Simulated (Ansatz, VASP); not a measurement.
SiO2 in VASP and in Ansatz

```
Si O
1.0
     5.06168    0.00000    0.00000
    -2.53084    4.38355    0.00000
     0.00000    0.00000    8.59529
Si O
4 8
Direct
  0.66667 0.33333 0.93716
  0.66667 0.33333 0.56284
  0.33333 0.66667 0.06284
  0.33333 0.66667 0.43716
  0.00000 0.41387 0.00000
  0.41387 0.41387 0.50000
  0.58613 0.00000 0.50000
  0.58613 0.58613 0.00000
  0.00000 0.58613 0.50000
  0.66667 0.33333 0.75000
  0.33333 0.66667 0.25000
  0.41387 0.00000 0.00000
```

Alike in both runs: task single point; functional PBEsol; k mesh 6 × 6 × 4; occupations gaussian, width 0.02 eV; no spin polarisation.

```csv
,VASP,Ansatz
version,VASP 6.6.1,Ansatz 0.2.0
potentials or method,"VASP PAW PBE potentials, release 64 (Si, O)","scalar-relativistic, plane waves, PAW"
plane-wave cutoff (eV),520,420
valence electrons in the cell,64,64
```

Ansatz gave:

- gap on the k mesh at the Fermi level (eV): 5.53
- least direct gap on the mesh (eV): 5.59

**Question.** What did VASP give for the same quantities?

**Answer.** gap on the k mesh at the Fermi level (eV): 5.54; least direct gap on the mesh (eV): 5.59.

 A k mesh can miss the band edges. As with any semilocal functional, this PBEsol gap is likely too small.
